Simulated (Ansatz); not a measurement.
Runs of Ansatz 0.2.0 on MnSb. The structure is hexagonal, space group P6_3/mmc (No. 194). Conventional cell: a = 4.150 Å, b = 4.150 Å, c = 5.780 Å, α = 90.00°, β = 90.00°, γ = 120.00°. Sb (site symmetry -6m2) is surrounded by 6 Mn at 2.80 Å. Around Mn (site symmetry -3m) lie 6 Sb at 2.80 Å and 2 Mn at 2.89 Å. 

| task | level | cutoff (eV) | basis error allowed | pressure (GPa) | moment (μB) |
| --- | --- | --- | --- | --- | --- |
| band structure | LDA | 223 | 0.002 eV/atom | -10.6 | 6.51 |
| single point | PBEsol | 241 | 0.001 eV/atom | -7.1 | 6.70 |
| band structure | PBE | 222 | 0.002 eV/atom | (a) | 6.71 |
| band structure | PBEsol | 223 | 0.002 eV/atom | -7.1 | 6.70 |

Alike in all rows: potentials or basis all-electron LAPW, scalar-relativistic; spin collinear, ferromagnetic start; cell as given; k mesh 7 × 7 × 5; smearing fermi-dirac 0.05 eV.

**Question.** Estimate the missing entries.

**Answer.** (a) -3.2.

Caveats: only a ferromagnetic start was run, and an antiferromagnetic order may lie lower in energy.

Not every run made on this cell is shown here.
